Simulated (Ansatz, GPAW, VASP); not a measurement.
PbS: programs and potentials compared

```
Pb S
1.0
     0.00000    2.96575    2.96575
     2.96575    0.00000    2.96575
     2.96575    2.96575    0.00000
Pb S
1 1
Direct
  0.00000 0.00000 0.00000
  0.50000 0.50000 0.50000
```

Alike in all runs: task single point; functional PBE; k mesh 8 × 8 × 8; occupations gaussian, width 0.022 eV; no spin polarisation; no spin-orbit coupling. Pressure is positive in compression and, in plane waves, holds the error of the finite cutoff, which Ansatz's Pulay term estimates and takes out.

```
                    program and potentials  plane-wave cutoff (eV)  notes  band gap (eV)  pressure (GPa)
                        Ansatz, Ansatz PAW                     420      -           0.36            2.23
GPAW, GPAW PAW data sets (gpaw-data 1.2.1)                     600      -           0.31            2.00
       VASP, PBE PAW files Pb_d, S, 520 eV                     520      -           0.36            2.16
```

The band gap spans 0.31 (GPAW, GPAW PAW data sets (gpaw-data 1.2.1)) to 0.36 eV (VASP, PBE PAW files Pb_d, S, 520 eV). The pressure spans 2.00 (GPAW, GPAW PAW data sets (gpaw-data 1.2.1)) to 2.23 GPa (Ansatz, Ansatz PAW). Spin-orbit coupling, left out here, moves the band edges of heavy atoms.

Differences between rows come from potentials, basis sets and numerical settings, since the functional is the same but for its coding. Runs on potential files found faulty are left out.
